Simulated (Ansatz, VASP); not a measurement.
## Two plane-wave programs on Fe

```
CELL_PARAMETERS angstrom
-1.34982 1.34982 1.34982
1.34982 -1.34982 1.34982
1.34982 1.34982 -1.34982
ATOMIC_POSITIONS crystal
Fe 0.00000 0.00000 0.00000
```

Alike in both runs: task single point; functional LDA; k mesh 3 × 3 × 3; occupations fermi-dirac, width 0.1 eV; no spin polarisation.

|  | VASP | Ansatz |
| --- | --- | --- |
| version | VASP 6.6.1 | Ansatz 0.2.0 |
| potentials or method | VASP PAW LDA potentials, release 64 (Fe) | plane waves (420 eV) with PAW, scalar-relativistic |
| plane-wave cutoff (eV) | 520 | 420 |
| valence electrons in the cell | 8 | 16 |

|  | VASP | Ansatz | Ansatz less VASP |
| --- | --- | --- | --- |
| pressure (GPa) | 21.5 | 22.0 | +0.57 |

The two sets of potentials don't hold the same shells in valence. Ansatz warned: «pseudo_functional_mismatch».

Caveats: the k mesh is coarse (spacing up to 1.10 Å⁻¹), so the values aren't converged; so large a pressure means that the cell lies far from this level's equilibrium, or that cutoff or potentials fall short (VASP); the run has no spin polarisation, though such a crystal can be magnetic. Spin polarisation is off, so any magnetic state and its effect on volume and gap are missing.
